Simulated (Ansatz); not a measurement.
# Sn11CO24: the cost of one run

Method: DFT, PBE, plane-wave PAW, default files, scalar-relativistic, as far as a step names no other, in Ansatz 0.2.0.

1 further run of the same task is left out (it didn't finish).

### Step 1. The structure to begin with

The structure is monoclinic, space group P2/m (No. 10). Conventional cell: a = 6.827 Å, b = 9.723 Å, c = 6.827 Å, α = 90.00°, β = 90.93°, γ = 90.00°. C (site symmetry 2/m) is surrounded by 6 O at 2.09 to 2.10 Å. Sn (site symmetry 2) has 6 O at 2.09 to 2.10 Å as nearest neighbours. Sn (site symmetry 2/m) has 6 O at 2.09 to 2.10 Å as nearest neighbours. Only part of the 16 independent sites is listed.

Structure file:

```
CELL_PARAMETERS angstrom
4.78800 4.86658 0.00000
-4.78800 4.86658 0.00000
0.00000 0.00000 9.72269
ATOMIC_POSITIONS crystal
C 0.50000 0.00000 0.16667
Sn 0.50000 0.00000 0.50000
Sn 0.50000 0.00000 0.83333
Sn 0.00000 0.50000 0.16667
Sn 0.00000 0.50000 0.50000
Sn 0.00000 0.50000 0.83333
Sn 0.00000 0.00000 0.00000
Sn 0.00000 0.00000 0.33333
Sn 0.00000 0.00000 0.66667
Sn 0.50000 0.50000 0.00000
Sn 0.50000 0.50000 0.33333
Sn 0.50000 0.50000 0.66667
O 0.30645 0.01459 0.00000
O 0.30645 0.01459 0.33333
O 0.30645 0.01459 0.66667
O 0.80645 0.51459 0.00000
O 0.80645 0.51459 0.33333
O 0.80645 0.51459 0.66667
O 0.48541 0.69355 0.16667
O 0.48541 0.69355 0.50000
O 0.48541 0.69355 0.83333
O 0.98541 0.19355 0.16667
O 0.98541 0.19355 0.50000
O 0.98541 0.19355 0.83333
O 0.51459 0.30645 0.16667
O 0.51459 0.30645 0.50000
O 0.51459 0.30645 0.83333
O 0.01459 0.80645 0.16667
O 0.01459 0.80645 0.50000
O 0.01459 0.80645 0.83333
O 0.69355 0.98541 0.00000
O 0.69355 0.98541 0.33333
O 0.69355 0.98541 0.66667
O 0.19355 0.48541 0.00000
O 0.19355 0.48541 0.33333
O 0.19355 0.48541 0.66667
```

Atom 1 of the input is the impurity.

### Step 2. Gradients at the starting positions

Contents of input.yaml:

```yaml
crystal:
  lattice:
    - [4.788004, 4.866582, 0.0]
    - [-4.788004, 4.866582, 0.0]
    - [0.0, 0.0, 9.722694]
  atoms:
    - { symbol: C, position: [0.5, 0.0, 0.1666666667] }
    - { symbol: Sn, position: [0.5, 0.0, 0.5] }
    - { symbol: Sn, position: [0.5, 0.0, 0.8333333333] }
    - { symbol: Sn, position: [0.0, 0.5, 0.1666666667] }
    - { symbol: Sn, position: [0.0, 0.5, 0.5] }
    - { symbol: Sn, position: [0.0, 0.5, 0.8333333333] }
    - { symbol: Sn, position: [0.0, 0.0, 0.0] }
    - { symbol: Sn, position: [0.0, 0.0, 0.3333333333] }
    - { symbol: Sn, position: [0.0, 0.0, 0.6666666667] }
    - { symbol: Sn, position: [0.5, 0.5, 0.0] }
    - { symbol: Sn, position: [0.5, 0.5, 0.3333333333] }
    - { symbol: Sn, position: [0.5, 0.5, 0.6666666667] }
    - { symbol: O, position: [0.3064485, 0.0145935, 0.0] }
    - { symbol: O, position: [0.3064485, 0.0145935, 0.3333333333] }
    - { symbol: O, position: [0.3064485, 0.0145935, 0.6666666667] }
    - { symbol: O, position: [0.8064485, 0.5145935, 0.0] }
    - { symbol: O, position: [0.8064485, 0.5145935, 0.3333333333] }
    - { symbol: O, position: [0.8064485, 0.5145935, 0.6666666667] }
    - { symbol: O, position: [0.4854065, 0.6935515, 0.1666666667] }
    - { symbol: O, position: [0.4854065, 0.6935515, 0.5] }
    - { symbol: O, position: [0.4854065, 0.6935515, 0.8333333333] }
    - { symbol: O, position: [0.9854065, 0.1935515, 0.1666666667] }
    - { symbol: O, position: [0.9854065, 0.1935515, 0.5] }
    - { symbol: O, position: [0.9854065, 0.1935515, 0.8333333333] }
    - { symbol: O, position: [0.5145935, 0.3064485, 0.1666666667] }
    - { symbol: O, position: [0.5145935, 0.3064485, 0.5] }
    - { symbol: O, position: [0.5145935, 0.3064485, 0.8333333333] }
    - { symbol: O, position: [0.0145935, 0.8064485, 0.1666666667] }
    - { symbol: O, position: [0.0145935, 0.8064485, 0.5] }
    - { symbol: O, position: [0.0145935, 0.8064485, 0.8333333333] }
    - { symbol: O, position: [0.6935515, 0.9854065, 0.0] }
    - { symbol: O, position: [0.6935515, 0.9854065, 0.3333333333] }
    - { symbol: O, position: [0.6935515, 0.9854065, 0.6666666667] }
    - { symbol: O, position: [0.1935515, 0.4854065, 0.0] }
    - { symbol: O, position: [0.1935515, 0.4854065, 0.3333333333] }
    - { symbol: O, position: [0.1935515, 0.4854065, 0.6666666667] }
kpoints:
  mp_grid: { grid: [3, 3, 2] }
scf:
  occupations: { method: fermi_dirac, width: 0.01 }
hamiltonian:
  xc: pbe
  pseudopotentials: { kind: paw }
output:
  forces: true
  stress: true
  populations: true
  efg:
    quadrupole_moments_barn: { Sn: -0.132, O: -0.02558 }
    contact_densities: true
  write_density: true
  write_potential: true
  elf: true
  volumetric_format: npy
```

The run is started by

```bash
ansatz run input.yaml --threads 1 --pin off --max-ram 3072MiB --backend cpu --events-out ev --progress --plain --runs-dir out
```

What time and memory should one allow on 1 thread of Arm Neoverse V1, shared host?

About 2 min, with a peak of 1.2 GiB.
